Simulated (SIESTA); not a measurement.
WS2 under changes of volume

One of the cells (27.815 Å³/atom); the others are scaled copies at fixed shape and fractional positions:

```
W S
1.0
     3.18295    0.00000    0.00000
    -1.59148    2.75652    0.00000
     0.00000    0.00000   28.53222
W S
3 6
Direct
  0.66667 0.33333 0.43436
  0.66667 0.33333 0.88553
  0.00000 0.00000 0.65929
  0.66667 0.33333 0.60463
  0.00000 0.00000 0.37971
  0.00000 0.00000 0.83085
  0.66667 0.33333 0.71395
  0.00000 0.00000 0.48903
  0.00000 0.00000 0.94019
```

- Program: SIESTA 5.4.2
- Functional: LDA
- Potentials or basis: PseudoDojo 0.4 standard (LDA files)
- Basis: DZP (energy shift 0.003 Ry; two zetas on semicore shells)
- Grid cutoff: 800 Ry
- Energy shift: 0.003 Ry
- k mesh: 8 × 8 × 1
- Occupations: fermi-dirac, width 0.05 eV
- Spin: no spin polarisation

| volume (Å³/atom) | energy over the lowest point (meV/atom) | gap on the mesh (eV) | largest force (eV/Å) |
| --- | --- | --- | --- |
| 26.146 | ? | ? | ? |
| 26.703 | 5.04 | 1.53 | 0.896 |
| 27.259 | 0.00 | 1.52 | 0.479 |
| 27.815 | 3.03 | 1.51 | 0.094 |
| 28.372 | 13.34 | 1.50 | 0.375 |
| 28.928 | 30.15 | 1.49 | 0.704 |
| 29.484 | 52.75 | 1.48 | 1.008 |

Problem. What does the run at 26.146 Å³/atom give?

Solution. Energy over the lowest point 19.10 meV/atom; gap on the mesh 1.53 eV; largest force 1.347 eV/Å.

Worked out: A Birch-Murnaghan fit of order 3 (a polynomial in V^(-2/3)) to the other rows has its minimum at 27.32 Å³/atom with B0 = V·E''(V) = 113 GPa and B' = 4.4 at fixed shape and positions, which overstates the stiffness. It gives 19.16 meV/atom at 26.146 Å³/atom, against the run's 19.10. A straight line through the other rows of the gap, of slope -0.505 eV per unit of ln V, extrapolates to 1.54 eV, against the run's 1.53.

Energies are extrapolated to zero smearing.

Caveats: short orbitals over semicore shells can move pressures by several GPa; spin-orbit coupling is left out, which moves the levels of the heavy elements; the basis of atomic orbitals isn't converged, which shifts pressures, moduli and gaps.

A mesh can miss the band edges.
